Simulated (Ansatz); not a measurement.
# BaTiO₃: frozen-core PAW against all-electron methods

```
Ba Ti O
1.0
     3.99980    0.00000    0.00000
     0.00000    3.99980    0.00000
     0.00000    0.00000    4.01800
Ba Ti O
1 1 3
Direct
  0.00000 0.00000 0.00000
  0.50000 0.50000 0.48200
  0.50000 0.50000 0.01600
  0.50000 0.00000 0.51500
  0.00000 0.50000 0.51500
```

Atoms are numbered in the order listed.

The cell comes from COD entry 2100858, which wasn't checked; take it as a given geometry.

No spin–orbit coupling, which matters for the heavy atoms here.

Methods: DFT, PBEsol, PAW with Ansatz's default frozen-core files, scalar-relativistic (Ansatz 0.2.0); DFT, PBEsol, all-electron LAPW, scalar-relativistic (Ansatz 0.2.0).

For PAW: a Γ-centred 7×7×7 k mesh, Fermi–Dirac smearing of 0.08 eV, cutoff 420 eV, no spin polarisation; the PAW files were made with PBE, and the program remakes their frozen cores for this functional. LAPW targets a basis error of 1 meV/atom. The Ansatz runs share mesh, smearing and spin set-up. Plane-wave (PAW) pressures include the program's estimate of the Pulay term.

Stress and pressure are positive in compression.

Levels count from the top of the valence band.

PAW results:

```tsv
quantity	PAW
pressure (GPa)	-3.61
stress xx (GPa)	-4.11
stress zz (GPa)	-2.62
force on Ba1, z (eV/Å)	-0.110
force on O3, z (eV/Å)	0.403
force on O4, z (eV/Å)	-0.151
band gap (eV)	1.794
highest filled level at R (eV)	-0.162
lowest empty level at R (eV)	3.567
highest filled level at M (eV)	-0.049
lowest empty level at M (eV)	3.601
highest filled level at X (eV)	-0.856
lowest empty level at X (eV)	2.206
```

Task: What does all-electron LAPW give for the same quantities?

Result: 
```
                      quantity    LAPW
                pressure (GPa)   -3.60
               stress xx (GPa)   -4.09
               stress zz (GPa)   -2.62
        force on Ba1, z (eV/Å)  -0.109
         force on O3, z (eV/Å)   0.409
         force on O4, z (eV/Å)  -0.151
                 band gap (eV)   1.789
highest filled level at R (eV)  -0.163
  lowest empty level at R (eV)   3.566
highest filled level at M (eV)  -0.049
  lowest empty level at M (eV)   3.600
highest filled level at X (eV)  -0.858
  lowest empty level at X (eV)   2.202
```
